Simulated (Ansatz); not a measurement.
**Smearing, entropy and the zero-width energy in ScAl$_{2}$**

Level of theory: Ansatz, DFT r2SCAN, scalar-relativistic, plane waves, PAW.

```
CELL_PARAMETERS angstrom
0.00000 3.77765 3.77765
3.77765 0.00000 3.77765
3.77765 3.77765 0.00000
ATOMIC_POSITIONS crystal
Sc 0.50000 0.50000 0.50000
Sc 0.75000 0.75000 0.75000
Al 0.12500 0.12500 0.12500
Al 0.62500 0.12500 0.12500
Al 0.12500 0.62500 0.12500
Al 0.12500 0.12500 0.62500
```

* plane-wave cutoff: 500 eV
* Γ-centred k-mesh: 8×8×8
* spin treatment: unpolarised

The same metal under several smearings of width σ, on one mesh. F is the free energy, TS the smearing's entropy term for the cell of 6 atoms, and E = F + TS. Gaussian occupations are ½ erfc[(ε − μ)/σ], and N counts both spins.

| rule | σ (eV) | F − F(narrowest) (meV/atom) | TS (meV/cell) |
| --- | --- | --- | --- |
| Fermi–Dirac | 0.1 | -10.765 | 111.181 |
| Fermi–Dirac | 0.2 | -36.207 | 393.416 |
| Fermi–Dirac | 0.3 | -77.234 | 893.511 |
| Fermi–Dirac | 0.5 | -213.332 | 2601.307 |
| Gaussian | 0.02 | 0.000 | 1.561 |
| Gaussian | 0.1 | -2.040 | 23.754 |

Task: For a density of states N (both spins) that is flat over the smeared range, TS = Nσ²/2 (Gaussian) and (π²/3)Nσ² (Fermi–Dirac). What N does each run give?

Result:
| rule | σ (eV) | N (states/eV a cell) |
| --- | --- | --- |
| Fermi–Dirac | 0.1 | 3.38 |
| Fermi–Dirac | 0.2 | 2.99 |
| Fermi–Dirac | 0.3 | 3.02 |
| Fermi–Dirac | 0.5 | 3.16 |
| Gaussian | 0.02 | 7.81 |
| Gaussian | 0.1 | 4.75 |

Equal entropy needs σ_Gauss = π√(2/3) σ_FD = 2.57 σ_FD, so a Fermi–Dirac width acts like a Gaussian one 2.57 times as large. At moderate widths N lies between 3.38 and 4.75. The drift shows structure in the density of states within the smeared window (a rise with width points to a dip at the Fermi level, a fall to a peak or a steep flank), or a mesh too coarse for the narrower widths. At the narrowest widths only the few mesh levels within σ of μ count, so N can scatter there.

Task: To second order F = E0 − TS/2 and E = E0 + TS/2. How well does E0 = (E + F)/2 undo the smearing?

Result:
| rule | σ (eV) | F − E0(narrowest) (meV/atom) | (E + F)/2 − E0(narrowest) (meV/atom) |
| --- | --- | --- | --- |
| Fermi–Dirac | 0.1 | -10.90 | -1.63 |
| Fermi–Dirac | 0.2 | -36.34 | -3.55 |
| Fermi–Dirac | 0.3 | -77.36 | -2.90 |
| Fermi–Dirac | 0.5 | -213.46 | 3.31 |
| Gaussian | 0.02 | -0.13 | 0.00 |
| Gaussian | 0.1 | -2.17 | -0.19 |

At Fermi–Dirac 0.1 eV the free energy is off by -10.90 meV/atom and the mean by -1.63. What remains is of order σ⁴ plus the mesh error of the narrowest run, which is no exact reference. Forces and stress are derivatives of F, not of E0, so they keep the σ² error.

7 further runs of this set aren't shown.

Ordered by effective width, the apparent density of states falls from 7.81 to 2.99 states/eV a cell, then recovers slightly to 3.16. The two rules therefore sample different energy windows of the same metal rather than giving conflicting electronic structures. In this Laves phase, broad Al s-p bands mix with Sc 3d states that lie largely above the Fermi level. The late rise probably reflects the widest thermal tails reaching into that d-rich region, though the entropy alone can't identify orbital character.

Averaging E and F removes most of the smearing shift in every run with an appreciable one, because the leading term is quadratic. The remainder isn't a single quartic law, however: under Fermi–Dirac smearing it goes from -3.55 meV/atom at 0.2 eV to -2.90 at 0.3 eV and 3.31 at 0.5 eV. The change of sign suggests competing higher-order terms, so a small residual at an intermediate width may be partly cancellation, not convergence. None of the fitted N values should be taken as the Fermi-level density that governs the electronic specific heat.
